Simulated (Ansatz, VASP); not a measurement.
# One calculation of GaN, two programs

```xyz
2
Lattice="0.0000 2.1844 2.3157 2.1844 0.0000 2.3157 2.1844 2.1844 0.0000" Properties=species:S:1:pos:R:3 pbc="T T T"
Ga    0.0000    0.0000    0.0000
N     1.0922    1.0922    1.1579
```

Change from the starting cell: epitaxial_xy strain -2.9%.

Alike in both runs: task single point; functional PBE; k mesh 10 × 10 × 10; occupations fermi-dirac, width 0.02 eV; no spin polarisation.

```csv
,VASP,Ansatz
version,VASP 6.6.1,Ansatz 0.2.0
potentials or method,"VASP PAW PBE potentials, release 64 (Ga_d, N)","plane waves, PAW"
plane-wave cutoff (eV),520,420
valence electrons in the cell,18,18
```

|  | VASP | Ansatz | Ansatz less VASP |
| --- | --- | --- | --- |
| gap on the k mesh at the Fermi level (eV) | 1.84 | 1.83 | -0.010 |
| pressure (GPa) | 12.1 | 12.1 | -0.02 |
| largest component of the traceless stress (GPa) | 5.30 | 5.28 | -0.025 |

The functional is the same, so the differences come from potentials, cutoffs and numerics.
